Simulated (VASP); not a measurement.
# SiO₂: convergence, energy difference of two geometries

SiO₂, P4_2/mnm (no. 136), 6 atoms in the cell. LDA, energy difference of two geometries; PAW potentials Si, O (LDA set). VASP 6.6.1.

Wanted: energy difference within 0.5 meV/atom.

What the run is for: energy difference; Accuracy asked: standard; Second geometry: volume scaled by 0.94.

The series start from Plane-wave cutoff (eV): 520; k-point mesh: 5 × 5 × 8; Precision mode (PREC): Accurate; Electronic threshold (eV): 1e-6; Aspherical gradient terms in the spheres (LASPH): yes; Electronic algorithm: ALGO=Normal. Each series keeps the choices made before it, and each single choice may use up half of a tolerance. Times cover all steps of a run.

## Plane-wave cutoff (eV)

| Plane-wave cutoff (eV) | Energy difference (meV/atom) | Time (s) |
|---|---|---|
| 320 | -25.57 | 11 |
| 400 | -10.26 | 15 |
| 460 | -10.25 | 18 |
| 520 | -10.32 | 19 |
| 600 | -10.64 | 29 |
| 700 | -10.84 | 36 |
| 840 (reference) | -10.86 | 53 |

## k-point mesh

| k-point mesh | Energy difference (meV/atom) | Time (s) |
|---|---|---|
| 2 × 2 × 3 | -10.56 | 8.4 |
| 2 × 2 × 4 | -10.78 | 10 |
| 3 × 3 × 4 | -10.59 | 8.8 |
| 4 × 4 × 5 | -10.66 | 21 |
| 4 × 4 × 7 | -10.61 | 20 |
| 5 × 5 × 8 | -10.64 | 29 |
| 7 × 7 × 10 | -10.63 | 48 |
| 8 × 8 × 13 | -10.63 | 79 |
| 10 × 10 × 16 (reference) | -10.63 | 151 |

## Precision mode (PREC)

| Precision mode (PREC) | Energy difference (meV/atom) | Time (s) |
|---|---|---|
| SingleN | -10.62 | 4.5 |
| Normal | -10.55 | 7.2 |
| Single | -10.59 | 7.5 |
| Accurate (reference) | -10.56 | 8.4 |

## Electronic threshold (eV)

| Electronic threshold (eV) | Energy difference (meV/atom) | Time (s) |
|---|---|---|
| 0.001 | -10.62 | 4.5 |
| 0.0001 | -10.62 | 4.8 |
| 1e-5 | -10.62 | 4.8 |
| 1e-6 | -10.62 | 4.5 |
| 1e-7 | -10.62 | 4.9 |
| 1e-8 (reference) | -10.62 | 5.5 |

## Aspherical gradient terms in the spheres (LASPH)

| Aspherical gradient terms in the spheres (LASPH) | Energy difference (meV/atom) | Time (s) |
|---|---|---|
| yes | -10.62 | 4.5 |
| no | -10.61 | 3.5 |

## Electronic algorithm

| Electronic algorithm | Energy difference (meV/atom) | Time (s) |
|---|---|---|
| ALGO=Normal | -10.62 | 4.5 |
| ALGO=Fast | -10.62 | 4.1 |
| ALGO=VeryFast | -10.62 | 5.2 |
| ALGO=All ISEARCH=1 | -10.62 | 5.1 |
| ALGO=All ISEARCH=0 | -10.62 | 6.0 |
| ALGO=Damped TIME=0.4 | -10.62 | 5.8 |
| ALGO=Damped TIME=0.1 | -10.73 | 7.2 |
| ALGO=Old Fast | -10.62 | 4.7 |

## Question

The rows run from the loosest to the tightest (no order: aspherical gradient terms in the spheres, electronic algorithm). For each series: choose the loosest value from which every tighter one stays within half of the tolerance; where there is no order, keep the first row unless others stay within half of the tolerance and take at least 30 % less time, and then take the fastest.

## Answer

- Plane-wave cutoff (eV): 600
- k-point mesh: 2 × 2 × 3
- Precision mode (PREC): SingleN
- Electronic threshold (eV): 0.001
- Aspherical gradient terms in the spheres (LASPH): yes
- Electronic algorithm: ALGO=Normal

## All choices together

| Input | Energy difference (meV/atom) | Time (s) |
|---|---|---|
| the program's defaults (naive) | -12.02 | 3.2 |
| chosen settings | -10.62 | 4.5 |
| reference settings throughout | -10.86 | 314 |

The tolerance is met.

## The input

INCAR:
```
SYSTEM = SiO2
  ALGO = Normal
  EDIFF = 0.001
  EFERMI = MIDGAP
  ENCUT = 600
  GGA = CA
  GGA_COMPAT = .FALSE.
  ISIF = 2
  ISMEAR = 0
  LASPH = .TRUE.
  LCHARG = .FALSE.
  LREAL = .FALSE.
  LWAVE = .FALSE.
  NELM = 120
  PREC = SingleN
  SIGMA = 0.03
```

KPOINTS:
```
Automatic mesh
0
Gamma
  2 2 3
  0 0 0
```

POSCAR.step1:
```
SiO2
1.0
    4.2331690000      0.0000000000      0.0000000000
    0.0000000000      4.2331690000      0.0000000000
    0.0000000000      0.0000000000      2.6934950000
Si O
2 4
Direct
    0.0000000000      0.0000000000      0.0000000000
    0.5000000000      0.5000000000      0.5000000000
    0.8068390000      0.1931610000      0.5000000000
    0.3068390000      0.3068390000      0.0000000000
    0.1931610000      0.8068390000      0.5000000000
    0.6931610000      0.6931610000      0.0000000000
```

POSCAR.step2:
```
SiO2
1.0
    4.1467535482      0.0000000000      0.0000000000
    0.0000000000      4.1467535482      0.0000000000
    0.0000000000      0.0000000000      2.6385102859
Si O
2 4
Direct
    0.0000000000      0.0000000000      0.0000000000
    0.5000000000      0.5000000000      0.5000000000
    0.8068390000      0.1931610000      0.5000000000
    0.3068390000      0.3068390000      0.0000000000
    0.1931610000      0.8068390000      0.5000000000
    0.6931610000      0.6931610000      0.0000000000
```

Commands (each step's output is kept before the next begins):
```
cat potpaw_LDA.64/Si/POTCAR potpaw_LDA.64/O/POTCAR > POTCAR
cp POSCAR.step1 POSCAR
mpirun -np 1 vasp_std > vasp.out
cp POSCAR.step2 POSCAR
mpirun -np 1 vasp_std > vasp.out
```

The chosen input took VASP 6.6.1 4.5 s on 1 core (Intel Xeon 6975P-C (Granite Rapids)), a shared host.

## An input that fails: too few electronic steps

The electronic loop stops at its limit of 6 steps.

Changes against the starting input:
```
- NELM = 120
+ NELM = 6
```
